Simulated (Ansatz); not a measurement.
A plane-wave DFT run in Ansatz 0.2.0 (scalar-relativistic PAW potentials unless the input names others): input and command.

```yaml
crystal:
  lattice:
    - [2.4914131128, 0.0, 0.0]
    - [-1.2457065564, 2.157627047, 0.0]
    - [0.0, 0.0, 8.0932147728]
  atoms:
    - { symbol: Co, position: [0.0, 0.0, 0.0], spin: 1.95 }
    - { symbol: Co, position: [0.3333333333, 0.6666666667, 0.25], spin: 1.97 }
    - { symbol: Co, position: [0.0, 0.0, 0.5], spin: 1.95 }
    - { symbol: Co, position: [0.6666666667, 0.3333333333, 0.75], spin: 1.97 }
kpoints:
  mp_grid: { grid: [18, 18, 6] }
hamiltonian:
  xc: pbe
scf:
  occupations: { method: gaussian, width: 0.1 }
output:
  forces: true
  eigenvalues: true
  stress: true
magnetization:
  spin_polarized: true
accuracy: high
```

```bash
ansatz run input.yaml --threads 1 --pin off --max-ram 2560MiB --backend cpu --events-out ev --progress --plain --runs-dir out
```

Abridged log:
```
Pseudopotentials: kind: paw
Pseudopotential: Co, paw, valence charge 17, recommended cutoff 420 eV (normal)
Functional definition: PBE
Crystal: 4 atoms, lattice volume = 43.505 Å³
Basis set: ecut = 420 eV, 813 PW (Γ), exchange–correlation on 40×40×128 points (8 copies of the dense FFT grid, shifted against one another)
Bands: 46, of which v1, the nominal top of the filled ones, is band 34 counted from 1 (33 counted from 0)
Symmetry: 24 space group operations
Space group: P63/mmc (ITA 194), of the structure as read, at distance tolerance 3.5e-5 Å
Magnetic group: BNS 194.263 (UNI 1493), of the structure as read, at distance tolerance 3.5e-5 Å
k-points: 148 of 1944
Initial density: superposition of atomic densities (chi_scale 0.1, normalization cell)
Starting moments: Σ|m| = 7.84 μB on 4 of 4 sites
Initial wavefunctions: pseudopotential atomic-orbital guess
Functional: x = pbe(κ = 0.804, μ = 0.21951497), c = pbe(β = 0.06672455)
SCF iter   1: F=—  HF=-20503.351551 eV  |F-HF|=—  |Δ(HF+E_count)|=         —  Δρ=8.47e-2 (↑5.22e-2 ↓8.47e-2) dr2=4.60e0  dr2_m=1.59e-1  M=6.958 μB ∫|m|=7.242 μB  β_m=0.30  ethr=3.10e-3  ⟨swp⟩=5.6  Hψ=43881  notcnv=0  defer=257
Mixer restart at iter 1: flushing history
spin=Collinear: Kerker preconditioning applied to the charge; magnetization (m = ρ↑ − ρ↓) channel mixes plain (no charge-response kernel on spin).
SCF iter   2: F=—  HF=-20501.946229 eV  |F-HF|=—  |Δ(HF+E_count)|=    1.41e0  Δρ=3.40e-2 (↑1.23e-2 ↓3.40e-2) dr2=3.07e-1  dr2_m=1.69e-1  M=7.025 μB ∫|m|=7.387 μB  β_m=0.35  ethr=3.10e-3  ⟨swp⟩=2.3  Hψ=22038  notcnv=0  defer=1315
SCF iter   3: F=—  HF=-20503.071039 eV  |F-HF|=—  |Δ(HF+E_count)|=    1.12e0  Δρ=1.59e-2 (↑1.59e-2 ↓9.22e-3) dr2=2.76e-2  dr2_m=4.49e-2  M=6.863 μB ∫|m|=7.323 μB  β_m=0.52  ethr=4.51e-4  ⟨swp⟩=1.9  Hψ=15745  notcnv=0  defer=1317
SCF iter   4: F=—  HF=-20504.172326 eV  |F-HF|=—  |Δ(HF+E_count)|=    1.10e0  Δρ=1.26e-2 (↑1.26e-2 ↓1.13e-2) dr2=1.17e-1  dr2_m=6.10e-3  M=6.669 μB ∫|m|=7.218 μB  β_m=0.52  ethr=4.06e-5  ⟨swp⟩=2.0  Hψ=26012  notcnv=0  defer=1317
SCF iter   5: F=—  HF=-20504.543728 eV  |F-HF|=—  |Δ(HF+E_count)|=   3.71e-1  Δρ=5.66e-3 (↑5.66e-3 ↓3.80e-3) dr2=2.47e-2  dr2_m=1.14e-3  M=6.565 μB ∫|m|=7.159 μB  β_m=0.65  ethr=4.06e-5  ⟨swp⟩=2.0  Hψ=25958  notcnv=0  defer=1318
SCF iter   6: F=—  HF=-20504.592788 eV  |F-HF|=—  |Δ(HF+E_count)|=   4.91e-2  Δρ=2.95e-3 (↑2.95e-3 ↓2.03e-3) dr2=7.43e-3  dr2_m=2.68e-4  M=6.533 μB ∫|m|=7.148 μB  β_m=0.63  ethr=3.64e-5  ⟨swp⟩=2.0  Hψ=21238  notcnv=0  defer=1316
SCF iter   7: F=—  HF=-20504.598770 eV  |F-HF|=—  |Δ(HF+E_count)|=   5.98e-3  Δρ=4.91e-4 (↑4.28e-4 ↓4.91e-4) dr2=2.20e-4  dr2_m=4.29e-6  M=6.519 μB ∫|m|=7.148 μB  β_m=0.74  ethr=1.09e-5  ⟨swp⟩=2.0  Hψ=19364  notcnv=0  defer=1318
SCF iter   8: F=—  HF=-20504.598761 eV  |F-HF|=—  |Δ(HF+E_count)|=   9.14e-6  Δρ=2.77e-4 (↑2.77e-4 ↓1.28e-4) dr2=2.94e-5  dr2_m=3.56e-6  M=6.518 μB ∫|m|=7.150 μB  β_m=0.87  ethr=3.24e-7  ⟨swp⟩=2.0  Hψ=19215  notcnv=0  defer=1320
   ...
SCF iter  10: F=—  HF=-20504.598779 eV  |F-HF|=—  |Δ(HF+E_count)|=   3.73e-7  Δρ=2.74e-5 (↑1.95e-5 ↓2.74e-5) dr2=5.20e-7  dr2_m=3.73e-8  M=6.518 μB ∫|m|=7.150 μB  β_m=0.92  ethr=2.87e-9  ⟨swp⟩=1.0  Hψ=13637  notcnv=0  defer=1319
SCF iter  11: F=—  HF=-20504.598779 eV  |F-HF|=—  |Δ(HF+E_count)|=   7.92e-8  Δρ=2.55e-5 (↑8.71e-6 ↓2.55e-5) dr2=4.00e-7  dr2_m=3.02e-8  M=6.518 μB ∫|m|=7.150 μB  β_m=0.96  ethr=7.64e-10  ⟨swp⟩=2.0  Hψ=17917  notcnv=0  defer=1318
SCF iter  12: F=—  HF=-20504.598779 eV  |F-HF|=—  |Δ(HF+E_count)|=   9.39e-9  Δρ=1.22e-5 (↑9.53e-6 ↓1.22e-5) dr2=1.23e-7  dr2_m=1.63e-9  M=6.518 μB ∫|m|=7.150 μB  β_m=0.87  ethr=5.88e-10  ⟨swp⟩=2.1  Hψ=17178  notcnv=0  defer=1319
SCF iter  13: F=—  HF=-20504.598779 eV  |F-HF|=—  |Δ(HF+E_count)|=   2.84e-9  Δρ=6.48e-6 (↑3.78e-6 ↓6.48e-6) dr2=2.28e-8  dr2_m=1.84e-9  M=6.518 μB ∫|m|=7.150 μB  β_m=0.94  ethr=1.81e-10  ⟨swp⟩=2.1  Hψ=20050  notcnv=0  defer=1318
SCF iter  14: F=-20504.598779 eV  HF=-20504.598779 eV  |F-HF|=2.58e-10  |Δ(HF+E_count)|=   5.58e-9  Δρ=1.16e-6 (↑3.22e-7 ↓1.16e-6) dr2=4.67e-10  dr2_m=1.19e-10  M=6.518 μB ∫|m|=7.150 μB  β_m=0.93  ethr=3.35e-11  ⟨swp⟩=6.8  Hψ=53933  notcnv=0
SCF iter  15: F=—  HF=-20504.598779 eV  |F-HF|=—  |Δ(HF+E_count)|=  7.28e-12  Δρ=4.97e-7 (↑4.67e-7 ↓4.97e-7) dr2=2.36e-10  dr2_m=5.09e-12  M=6.518 μB ∫|m|=7.150 μB  β_m=0.93  ethr=1.00e-12  ⟨swp⟩=1.0  Hψ=13616  notcnv=0
SCF iter  16: F=—  HF=-20504.598779 eV  |F-HF|=—  |Δ(HF+E_count)|=  2.18e-11  Δρ=8.17e-8 (↑8.17e-8 ↓6.49e-8) dr2=7.56e-13  dr2_m=1.74e-12  M=6.518 μB ∫|m|=7.150 μB  β_m=0.96  ethr=1.00e-12  ⟨swp⟩=2.1  Hψ=18202  notcnv=0
SCF iter  17: F=-20504.598779 eV  HF=-20504.598779 eV  |F-HF|=3.64e-12  |Δ(HF+E_count)|=  3.64e-12  Δρ=6.19e-8 (↑3.20e-8 ↓6.19e-8) dr2=2.55e-12  dr2_m=1.42e-13  M=6.518 μB ∫|m|=7.150 μB  ethr=1.00e-12  ⟨swp⟩=2.0  Hψ=34776  notcnv=0
SCF 1 converged in 17 iterations: F = -20504.598779 eV  dr2 = 2.55e-12
SCF converged after 17 iterations
Magnetization: 6.5183 μB (37.2591 up, 30.7409 down)
Absolute magnetization: 7.1522 μB (∫|ρ↑−ρ↓|, with the PAW one-centre terms)
Spin contamination: 0.1101 ħ² per cell (⟨S²⟩ above its minimum at these occupations)
Per-site moments (μB) at R_I (Å): [(1.69287765, 1.02403108), (1.71158437, 1.02403108), (1.69287765, 1.02403108), (1.71158437, 1.02403108)]
Free energy (F): -20504.598779 eV
Harris-Foulkes:  -20504.598779 eV  (|F-HF|=3.64e-12)
Internal energy: -20504.582029 eV  (E = F + TS)
E sigma→0 (E₀):  -20504.590404 eV
Entropy (-TS):   -0.016750 eV (-4.187 meV/atom)
Fermi energy:    18.713672 eV
--- Forces (eV/Å), atoms counted from 1 ---
  atom   1  Co     0.00000000     0.00000000     0.00000000
  atom   2  Co     0.00000000     0.00000000     0.00000000
  atom   3  Co     0.00000000     0.00000000     0.00000000
  atom   4  Co     0.00000000     0.00000000     0.00000000
--- Stress (GPa, compression-positive) ---
        0.042050       0.000000       0.000000
        0.000000       0.042050       0.000000
        0.000000       0.000000       0.021865
  P = ⅓ Tr σ = 0.0353 GPa (0.353 kbar)
```

Apart from outputs, empty bands and the relaxation, which only the reference makes, the input differs from a reference run on usual settings in accuracy: not typed → "high"; basis.ecutwfc: 420 → not typed. The reference, at the same geometry, ended its own course with pressure 0.04 GPa, largest force 0.000 eV/Å, no gap on the mesh. This run converged in 17 SCF iterations with an energy at zero smearing within 0.01 meV/atom of the reference's, pressure 0.04 GPa, largest force 0.000 eV/Å, no gap on the mesh.

It took 67 s on 1 thread of Arm Neoverse V1, on a shared host, peak memory 0.74 GiB.